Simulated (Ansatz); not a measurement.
## As in Ansatz: the effect of strain

The system is As.

```xyz
2
Lattice="1.8056 1.0424 3.5141 -1.8056 1.0424 3.5141 0.0000 -2.0849 3.5141" Properties=species:S:1:pos:R:3 pbc="T T T"
As    0.0000    0.0000    2.3825
As    0.0000    0.0000    8.1597
```

Alike in all runs:

- Program: Ansatz 0.2.0
- Task: single point
- Functional: PBE
- Potentials or basis: Ansatz PAW
- Cutoff: 420 eV (not typed: the program's choice for these potentials)
- k mesh: 7 × 7 × 7
- Occupations: fermi-dirac, width 0.05 eV
- Spin: no spin polarisation
- Kind of strain: biaxial

| strain | gap on the mesh (eV) | pressure (GPa) | largest force (eV/Å) |
| --- | --- | --- | --- |
| -0.04 | none | 12.6 | 0.96 |
| -0.02 | none | 7.7 | 0.64 |
| -0.01 | ? | ? | ? |
| 0 | none | 3.6 | 0.39 |
| 0.01 | 0.03 | 1.8 | 0.29 |
| 0.02 | 0.09 | 0.2 | 0.19 |
| 0.04 | 0.19 | -2.6 | 0.02 |

What does the run with strain -0.01 give?

gap on the mesh none; pressure 5.6 GPa; largest force 0.51 eV/Å.

Worked out: A parabola through the other rows of the pressure, of slope -207 GPa per unit of strain there, gives 5.6 GPa, against the run's 5.6. A parabola through the other rows of the largest force, of slope -12.8 eV/Å per unit of strain there, gives 0.52 eV/Å, against the run's 0.51.

Caveats: odd divisions of the mesh miss points on the zone boundary, where band edges often lie, so the gap on the mesh can be too wide (some runs).

A k mesh can miss the band edges.

A gap of «none» marks a metal or a gap under the smearing width.
